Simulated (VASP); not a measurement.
**FeO: single point with r2SCAN+U**

Crystal: FeO.

```
Fe O
1.0
     1.51768    0.87623    2.51579
    -1.51768    0.87623    2.51579
     0.00000   -3.50494    5.03159
Fe O
2 2
Cartesian
  0.0000 0.0000 0.0000
  0.0000 -1.7525 2.5158
  0.0000 0.0000 3.7737
  0.0000 -1.7525 6.2895
```

```json
{
  "Program": "VASP 6.6.1",
  "Task": "single point",
  "Functional": "r2SCAN",
  "Potentials or basis": "VASP PAW PBE potentials, release 64 (Fe, O)",
  "Cutoff": "520 eV",
  "k mesh": "8 × 8 × 4",
  "Occupations": "gaussian, width 0.05 eV",
  "Spin": "collinear spin, antiferromagnetic start",
  "Starting moments": "[3.0, -3.0, 0.0, 0.0] μB",
  "Hubbard terms": "Fe d U = 2 eV",
  "Supercell matrix": "[1, 0, 0, 0, 1, 0, 0, 0, 2]",
  "Further INCAR settings": "ALGO = Normal; EDIFF = 1e-06"
}
```

The pressure is -3.3 GPa. The band gap on the k mesh is none (metal or under the smearing width). The net moment is 0.00 μB per cell, the site moments are Fe +3.68, -3.68; O +0.00 μB and the valence electrons inside the program's atomic spheres are Fe 6.73; O 5.04.

Stress tensor (GPa, compression positive):
```
-4.98  0.00  0.00
 0.00  1.14 -2.15
 0.00 -2.15 -5.92
```

Levels at points of the mesh, in eV from the Fermi level:
Spin up:
```csv
k point,band 10,band 11,band 12,band 13,band 14,band 15,band 16,band 17,band 18
"(0.00, 0.00, 0.00)",-4.01,-4.01,-3.18,-3.15,-0.29,-0.21,0.60,1.58,2.94
"(0.50, 0.00, 0.00)",-4.60,-4.42,-2.95,-2.76,-0.41,0.63,2.03,3.11,3.25
"(0.50, 0.50, 0.00)",-4.62,-4.45,-2.92,-2.77,-0.48,0.64,2.04,3.12,3.20
"(0.00, 0.00, 0.50)",-4.88,-4.62,-2.37,-2.35,-0.35,-0.27,1.21,2.74,2.79
"(0.50, 0.00, 0.50)",-4.58,-4.11,-3.01,-2.64,-0.54,0.58,2.03,2.87,2.92
"(0.50, 0.50, 0.50)",-4.60,-4.15,-3.05,-2.62,-0.59,0.60,2.04,2.84,2.91
```
Spin down:
| k point | band 12 | band 13 | band 14 | band 15 | band 16 | band 17 |
| --- | --- | --- | --- | --- | --- | --- |
| (0.00, 0.00, 0.00) | -3.18 | -3.15 | -0.29 | -0.21 | 0.60 | 1.58 |
| (0.50, 0.00, 0.00) | -2.95 | -2.76 | -0.41 | 0.63 | 2.03 | 3.11 |
| (0.50, 0.50, 0.00) | -2.92 | -2.77 | -0.48 | 0.64 | 2.04 | 3.12 |
| (0.00, 0.00, 0.50) | -2.37 | -2.35 | -0.35 | -0.27 | 1.21 | 2.74 |
| (0.50, 0.00, 0.50) | -3.01 | -2.64 | -0.54 | 0.58 | 2.03 | 2.87 |
| (0.50, 0.50, 0.50) | -3.05 | -2.62 | -0.59 | 0.60 | 2.04 | 2.84 |

Eigenvalues of the final occupation matrices:
```csv
site,spin,trace,eigenvalues
site 1 d,1,4.89,0.96 0.96 0.96 1.00 1.00
site 1 d,2,1.22,0.05 0.12 0.12 0.46 0.47
site 2 d,1,1.22,0.05 0.12 0.12 0.46 0.47
site 2 d,2,4.89,0.96 0.96 0.96 1.00 1.00
```

Wall time 4.6 min on 1 thread of Intel(R) Xeon(R) 6975P-C (Granite Rapids), on a shared host, peak memory 0.26 GiB.

Caveat: the PAW data sets were made with another functional, which shifts forces and pressure a little. The state reached can hang on the start; a lower one may exist.
